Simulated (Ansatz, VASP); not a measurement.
## One calculation of Mo, two programs

Contents of INCAR:

```
SYSTEM = Mo
PREC     = Accurate       ! precision mode
ENCUT    = 600            ! plane-wave cutoff, eV
EDIFF    = 1E-6           ! SCF threshold, eV
ISMEAR   = -1             ! smearing method
SIGMA    = 0.05           ! smearing width, eV
LREAL    = .FALSE.        ! projectors in reciprocal space
LASPH    = .TRUE.         ! aspherical terms in the spheres
NELM     = 60             ! most SCF steps
ALGO     = Normal         ! electronic algorithm
ISIF     = 3              ! what is computed and relaxed
LWAVE    = .FALSE.        ! write WAVECAR
LCHARG   = .FALSE.        ! write CHGCAR
GGA      = PS             ! functional
IBRION   = 2              ! ionic algorithm
NSW      = 80             ! ionic steps
EDIFFG   = -0.02          ! ionic threshold
```

KPOINTS

```
Automatic mesh
0
G
  12 12 12
  0 0 0
```

File POSCAR:

```
Mo
1.0
   -1.5838089719      1.5838089719      1.5838089719
    1.5838089719     -1.5838089719      1.5838089719
    1.5838089719      1.5838089719     -1.5838089719
Mo
1
Direct
    0.0000000000      0.0000000000      0.0000000000
```

Contents of input.yaml:

```yaml
crystal:
  lattice:
    - [-1.5838089719, 1.5838089719, 1.5838089719]
    - [1.5838089719, -1.5838089719, 1.5838089719]
    - [1.5838089719, 1.5838089719, -1.5838089719]
  atoms:
    - { symbol: Mo, position: [0.0, 0.0, 0.0] }
kpoints:
  mp_grid: { grid: [12, 12, 12] }
scf:
  occupations: { method: fermi_dirac, width: 0.05 }
hamiltonian:
  xc: pbesol
  pseudopotentials: { kind: all_electron, lapw: { basis_error: 0.001 } }
output:
  forces: true
  stress: true
relax:
  f_tol: 0.02
  max_steps: 60
  cell: {}
```

Alike in both runs: task relaxation of cell and atoms; functional PBEsol; k mesh 12 × 12 × 12; occupations fermi-dirac, width 0.05 eV; no spin polarisation.

|  | VASP | Ansatz |
| --- | --- | --- |
| version | VASP 6.6.1 | Ansatz 0.2.0 |
| potentials or method | VASP PAW PBE potentials, release 64 (Mo_sv) | all-electron LAPW, scalar-relativistic |
| plane-wave cutoff (eV) | 600 | see its input |

Ansatz gave:

- relaxed volume (Å³/atom): 15.32
- relaxed cell length with the largest relative difference (Å): 2.710
- energy change over the relaxation (meV/atom): -18

Question: Which values does VASP return?

Answer: Relaxed volume (Å³/atom): 15.35; relaxed cell length with the largest relative difference (Å): 2.712; energy change over the relaxation (meV/atom): -16.

Ansatz ran all-electron here, so the differences hold the error of VASP's frozen core and of both bases.

Caveats: the PAW data sets were made with another functional, which shifts forces and pressure a little (VASP).
